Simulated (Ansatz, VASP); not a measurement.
**Ba: VASP beside Ansatz**

INCAR

```
SYSTEM = Ba
  PREC = Accurate
  ENCUT = 520
  EDIFF = 1E-7
  ISMEAR = 0
  SIGMA = 0.15
  LREAL = .False.
  LASPH = .True.
  NELM = 100
  ALGO = Fast
  ISIF = 2
  LWAVE = .False.
  LCHARG = .False.
  GGA = CA
  NBANDS = 11
```

The input KPOINTS:

```
regular mesh
0
Gamma
  14 14 14
  0 0 0
```

The input POSCAR:

```
Ba
1.0
   -2.6000000000      2.6000000000      2.5000000000
    2.6000000000     -2.6000000000      2.5000000000
    2.6000000000      2.6000000000     -2.5000000000
Ba
1
Direct
    0.0000000000      0.0000000000      0.0000000000
```

Input for Ansatz:

```yaml
crystal:
  lattice:
    - [-2.6, 2.6, 2.5]
    - [2.6, -2.6, 2.5]
    - [2.6, 2.6, -2.5]
  atoms:
    - { symbol: Ba, position: [0.0, 0.0, 0.0] }
basis:
  ecutwfc: 420
kpoints:
  mp_grid: { grid: [14, 14, 14] }
hamiltonian:
  xc: lda
scf:
  occupations: { method: gaussian, width: 0.15 }
output:
  forces: true
  stress: true
  eigenvalues: true
```

Change from the starting cell: strain +0.040 along x and y, +0.000 along z, atoms carried along.

Alike in both runs: task single point; functional LDA; k mesh 14 × 14 × 14; occupations gaussian, width 0.15 eV; no spin polarisation.

|  | VASP | Ansatz |
| --- | --- | --- |
| version | VASP 6.6.1 | Ansatz 0.2.0 |
| potentials or method | VASP PAW LDA potentials, release 64 (Ba_sv) | scalar-relativistic, plane waves, PAW |
| plane-wave cutoff (eV) | 520 | 420 |
| valence electrons in the cell | 10 | 10 |

|  | VASP | Ansatz | Ansatz less VASP |
| --- | --- | --- | --- |
| gap on the k mesh at the Fermi level (eV) | none | none | - |
| pressure (GPa) | -1.7 | -1.7 | -0.02 |
| largest component of the traceless stress (GPa) | 0.09 | 0.09 | -0.002 |

A gap of «none» marks a metal or a gap that the smearing closes.

The runs have no spin-orbit coupling, so splittings on Ba are missing.
